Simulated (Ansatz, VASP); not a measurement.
**Sb in VASP and in Ansatz**

```xyz
2
Lattice="2.1542 1.2437 3.7580 -2.1542 1.2437 3.7580 0.0000 -2.4875 3.7580" Properties=species:S:1:pos:R:3 pbc="T T T"
Sb    0.0000    0.0000    8.6416
Sb    0.0000    0.0000    2.6324
```

Alike in both runs: task relaxation of cell and atoms; functional PBEsol; k mesh 8 × 8 × 8; occupations fermi-dirac, width 0.05 eV; no spin polarisation.

|  | VASP | Ansatz |
| --- | --- | --- |
| version | VASP 6.6.1 | Ansatz 0.2.0 |
| potentials or method | VASP PAW PBE potentials, release 64 (Sb) | Ansatz PAW |
| plane-wave cutoff (eV) | 600 | 420 |
| valence electrons in the cell | 10 | 30 |

```csv
,VASP,Ansatz,Ansatz less VASP
relaxed volume (Å³/atom),29.89,29.86,-0.028
relaxed cell length with the largest relative difference (Å),4.454,4.453,-0.0010
energy change over the relaxation (meV/atom),-3,-2,+1.0
```

The two sets of potentials don't hold the same shells in valence.

Caveats: the PAW data sets were made with another functional, which shifts forces and pressure a little (VASP); the plane-wave basis is chosen anew once the cell has moved, so the energies of steps on either side of that aren't comparable (Ansatz); the PAW data sets come from PBE, with cores solved anew for the run's functional, which leaves a small shift of forces and pressure (Ansatz). The runs have no spin-orbit coupling, so splittings on Sb are missing.
